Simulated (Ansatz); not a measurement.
Crystal: Te2Mo.

```
Te Mo
1.0
     3.51820    0.00000    0.00000
    -1.75910    3.04685    0.00000
     0.00000    0.00000   13.97360
Te Mo
4 2
Direct
  0.66667 0.33333 0.37900
  0.33333 0.66667 0.87900
  0.66667 0.33333 0.12100
  0.33333 0.66667 0.62100
  0.66667 0.33333 0.75000
  0.33333 0.66667 0.25000
```

Base run:

* Program: Ansatz 0.2.0
* Functional: PBE
* Potentials or basis: Ansatz PAW
* Cutoff: 420 eV (not typed: the program's choice for these potentials)
* k mesh: 9 × 9 × 2
* Occupations: fermi-dirac, width 0.05 eV
* Spin: no spin polarisation

Its results: band gap on the k mesh 0.78 eV, indirect (least direct gap 1.04 eV); pressure 2.9 GPa; largest force 0.175 eV/Å.

**Question.** The run is repeated on the same cell with these changes: cutoff from 420 eV (not typed: the program's choice for these potentials) to 250 eV. What comes out?

**Answer.** Band gap on the k mesh 0.79 eV, indirect (least direct gap 1.04 eV); pressure 3.4 GPa; largest force 0.253 eV/Å.

Caveats: spin-orbit coupling is left out, which moves the levels of the heavy elements; this functional lacks dispersion, which binds the layers, so the pressure and a relaxed spacing across them are unreliable; the k mesh misses the band edges, so the gap on the mesh is wider than the one along the path (some runs); odd divisions of the mesh miss points on the zone boundary, where band edges often lie, so the gap on the mesh can be too wide (some runs); the pressure holds a Pulay correction of +37.2 GPa for the finite cutoff (some runs); the cutoff lies under the one recommended for these potentials (some runs).
